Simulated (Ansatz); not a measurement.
## the Cu-Au system: a small convex hull, step by step

With the Python package of Ansatz (0.2.0).

Contents of `cuau_cuau_r_3m.extxyz`:
```text
2
Lattice="1.44305685 0.83314926 4.25617076 -1.44305685 0.83314926 4.25617076 0.0 -1.66629852 4.25617076" Properties=species:S:1:pos:R:3 pbc="T T T"
Cu    0.00000000    0.00000000    6.38425614
Au    0.00000000    0.00000000    0.00000000
```

Contents of `cuau_cuau3_pm_3m.cif`:
```cif
data_CuAu3
_cell_length_a 3.980000
_cell_length_b 3.980000
_cell_length_c 3.980000
_cell_angle_alpha 90.00000
_cell_angle_beta 90.00000
_cell_angle_gamma 90.00000
_symmetry_space_group_name_H-M 'P 1'
_symmetry_Int_Tables_number 1
loop_
_symmetry_equiv_pos_as_xyz
'x, y, z'
loop_
_atom_site_label
_atom_site_type_symbol
_atom_site_fract_x
_atom_site_fract_y
_atom_site_fract_z
Cu1 Cu    0.000000    0.000000    0.000000
Au2 Au    0.000000    0.500000    0.500000
Au3 Au    0.500000    0.000000    0.500000
Au4 Au    0.500000    0.500000    0.000000
```

The script reads `cuau_cuau_p4_mmm.vasp`:
```text
CuAu
1.0
   2.81074946    0.00000000    0.00000000
   0.00000000    2.81074946    0.00000000
   0.00000000    0.00000000    3.68500000
Cu Au
1 1
Direct
   0.50000000    0.50000000    0.50000000
   0.00000000    0.00000000    0.00000000
```

The script reads `cuau_cu3au_pm_3m.vasp`:
```text
Cu3Au
1.0
   3.74000000    0.00000000    0.00000000
   0.00000000    3.74000000    0.00000000
   0.00000000    0.00000000    3.74000000
Cu Au
3 1
Direct
   0.00000000    0.50000000    0.50000000
   0.50000000    0.00000000    0.50000000
   0.50000000    0.50000000    0.00000000
   0.00000000    0.00000000    0.00000000
```

Input file `cuau_cu.vasp`:
```text
Cu
1.0
   0.00000000    1.80750000    1.80750000
   1.80750000    0.00000000    1.80750000
   1.80750000    1.80750000    0.00000000
Cu
1
Direct
   0.00000000    0.00000000    0.00000000
```

Input file `cuau_au.vasp`:
```text
Au
1.0
   0.00000000    2.03500000    2.03500000
   2.03500000    0.00000000    2.03500000
   2.03500000    2.03500000    0.00000000
Au
1
Direct
   0.00000000    0.00000000    0.00000000
```

Notebook, run cell by cell (the value of a cell's last expression is shown):

In [1]:
```python
from collections import Counter
import warnings

import ansatz as az
from ase.io import read
import matplotlib.pyplot as plt
import numpy as np
```

In [2]:
```python
FUNCTIONAL = 'LDA'
K_SPACING = 0.27
OCCUPATIONS = 'gaussian'
SIGMA = 0.1
```

In [3]:
```python
def solve(name, crystal):
    calc = crystal.calculation()
    calc = calc.functional(FUNCTIONAL).basis(19 * az.Ha)
    calc = calc.kpoints(spacing=K_SPACING)
    calc = calc.occupations(OCCUPATIONS, width=SIGMA)
    calc = calc.relax(force_tolerance=0.03, cell=True)
    return calc.run(threads=1)
```

In [4]:
```python
def counts(outcome):
    return Counter(site.symbol for site in outcome.lattice.sites)

def formation_energy(outcome, mu):
    n = counts(outcome)
    return (outcome.report['energy_sigma0_ev'] - sum(k * mu[element] for element, k in n.items())) / sum(n.values())
```

In [5]:
```python
warnings.simplefilter('ignore', az.DeckWarning)
```

In [6]:
```python
phases = {}
cuau_r_3m = az.Crystal.from_extxyz('cuau_cuau_r_3m.extxyz')
phases['CuAu R-3m'] = cuau_r_3m
atoms = read('cuau_cuau3_pm_3m.cif')
cuau3_pm_3m = az.Crystal.from_ase(atoms)
phases['CuAu3 Pm-3m'] = cuau3_pm_3m
atoms = read('cuau_cuau_p4_mmm.vasp', format='vasp')
cuau_p4_mmm = az.Crystal.from_ase(atoms)
phases['CuAu P4/mmm'] = cuau_p4_mmm
atoms = read('cuau_cu3au_pm_3m.vasp', format='vasp')
cu3au_pm_3m = az.Crystal.from_ase(atoms)
phases['Cu3Au Pm-3m'] = cu3au_pm_3m
atoms = read('cuau_cu.vasp', format='vasp')
cu = az.Crystal.from_ase(atoms)
phases['Cu'] = cu
atoms = read('cuau_au.vasp', format='vasp')
au = az.Crystal.from_ase(atoms)
phases['Au'] = au
```

In [7]:
```python
done = {}
for name, crystal in phases.items():
    done[name] = solve(name, crystal)
    print(f'{name}: {done[name].report["energy_sigma0_ev"]:.4f} eV, {len(done[name].lattice.sites)} atoms')

# chemical potentials of the elements at zero temperature
references = {'Cu': 'Cu', 'Au': 'Au'}
mu = {element: done[name].report['energy_sigma0_ev'] / len(done[name].lattice.sites) for element, name in references.items()}
points = sorted((counts(o)['Au'] / len(o.lattice.sites), formation_energy(o, mu), name) for name, o in done.items())

# walk in x and drop points that lie above the chord
hull = []
for x, e, _ in points:
    while len(hull) > 1 and (hull[-1][0] - hull[-2][0]) * (e - hull[-2][1]) - (hull[-1][1] - hull[-2][1]) * (x - hull[-2][0]) <= 0:
        hull.pop()
    hull.append((x, e))
rows = [(name, x, e, e - np.interp(x, *zip(*hull))) for x, e, name in points]
print('     phase       x(Au)  E_form (eV/atom)  above hull (eV/atom)')
for row in rows:
    print(f'{str(row[0]):>10}  {row[1]:10.3f}  {row[2]:16.4f}  {row[3]:20.4f}')
print('on the hull of these phases:', ', '.join(row[0] for row in rows if row[3] < 1e-6))
stable = [row for row in rows if row[3] < 1e-6]
plt.figure(figsize=(4.5, 3.2))
plt.plot([row[1] for row in stable], [row[2] for row in stable], 'k-o')
plt.plot([row[1] for row in rows], [row[2] for row in rows], 'r.')
plt.xlabel('fraction of Au')
plt.ylabel('formation energy (eV/atom)')
plt.tight_layout()
plt.savefig('hull.png', dpi=100)
```
```text
CuAu R-3m: -19420.6161 eV, 2 atoms
CuAu3 Pm-3m: -45150.6527 eV, 4 atoms
CuAu P4/mmm: -19420.8005 eV, 2 atoms
Cu3Au Pm-3m: -32532.2862 eV, 4 atoms
Cu: -6555.7198 eV, 1 atoms
Au: -12864.9313 eV, 1 atoms
     phase       x(Au)  E_form (eV/atom)  above hull (eV/atom)
        Cu       0.000            0.0000                0.0000
Cu3Au Pm-3m       0.250           -0.0488                0.0000
CuAu P4/mmm       0.500           -0.0747                0.0000
 CuAu R-3m       0.500            0.0175                0.0922
CuAu3 Pm-3m       0.750           -0.0348                0.0026
        Au       1.000            0.0000                0.0000
on the hull of these phases: Cu, Cu3Au Pm-3m, CuAu P4/mmm, Au
```

What to keep in mind:
- Absolute energies stand on the zero of these potentials, so only differences at equal settings mean something.
- Spin-orbit coupling, which matters for elements this heavy, is left out.
- The cells come from databases of deposited and of computed structures, and not all need be stable phases.
- Differences under about 40 meV an atom lie within the error of mesh and functional, so such verdicts may flip; only the cells listed enter the hull.
- Wall time of the script: 76 s on 1 thread of Arm Neoverse V2, with other jobs on the host, peak memory 0.54 GiB.

(Lines on the test bed's own set-up are left out of the output.)
